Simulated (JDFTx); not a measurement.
Crystal: Mo.

```
Mo
1.0
    -1.58381    1.58381    1.58381
     1.58381   -1.58381    1.58381
     1.58381    1.58381   -1.58381
Mo
1
Direct
  0.00000 0.00000 0.00000
```

```yaml
Program: JDFTx 1.7.0 (patched build)
Task: single point
Functional: PBEsol
Potentials_or_basis: PseudoDojo-SR-PBEsol-0.4.1-standard with smoothed tails
Cutoff: 1088 eV
Density_cutoff: 4354 eV
k_mesh: 12 × 12 × 12
Occupations: fermi-dirac, width 0.05 eV
Spin: no spin polarisation
```

On this cell: pressure -9.4 GPa; band gap on the k mesh none (metal or under the smearing width).

The same run follows on a disturbed copy (cell strained at random at fixed volume):

```xyz
1
Lattice="-1.5944 1.5913 1.5845 1.6124 -1.5431 1.5543 1.6066 1.5553 -1.5363" Properties=species:S:1:pos:R:3 pbc="T T T"
Mo   -0.0831   -0.0073   -0.0091
```

Q: What changes?

A: The energy (extrapolated to zero smearing) moves by +12.2 meV/atom; pressure -9.1 GPa; band gap on the k mesh none (metal or under the smearing width).

Stress tensor (GPa, compression positive):
```
-14.39  -0.80  -1.22
 -0.80  -6.93  -3.09
 -1.22  -3.09  -6.03
```
